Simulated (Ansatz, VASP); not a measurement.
**Cu in VASP and in Ansatz**

```
Cu
1.0
     0.00000    2.40801    2.40801
     2.40801    0.00000    2.40801
     2.40801    2.40801    0.00000
Cu
2
Cartesian
  -0.6020 -0.6020 -0.6020
  0.6020 0.6020 0.6020
```

Change from the starting cell: volume scaled by 0.78, LAPW.

Alike in both runs: task single point; functional PBEsol; k mesh 14 × 14 × 14; occupations fermi-dirac, width 0.1 eV; no spin polarisation.

|  | VASP | Ansatz |
| --- | --- | --- |
| version | VASP 6.6.1 | Ansatz 0.2.0 |
| potentials or method | VASP PAW PBE potentials, release 64 (Cu), cutoff 520 eV | all-electron LAPW, scalar-relativistic |

VASP gave:

| Quantity | Value |
| --- | --- |
| pressure (GPa) | 31.3 |

What did Ansatz give for the same quantities?

Pressure (GPa): 31.2.

Ansatz ran all-electron here, so the differences hold the error of VASP's frozen core and of both bases.

Caveats: so large a pressure means that the cell lies far from this level's equilibrium, or that cutoff or potentials fall short (VASP); the potentials were made for another functional, which shifts forces and pressure (VASP).
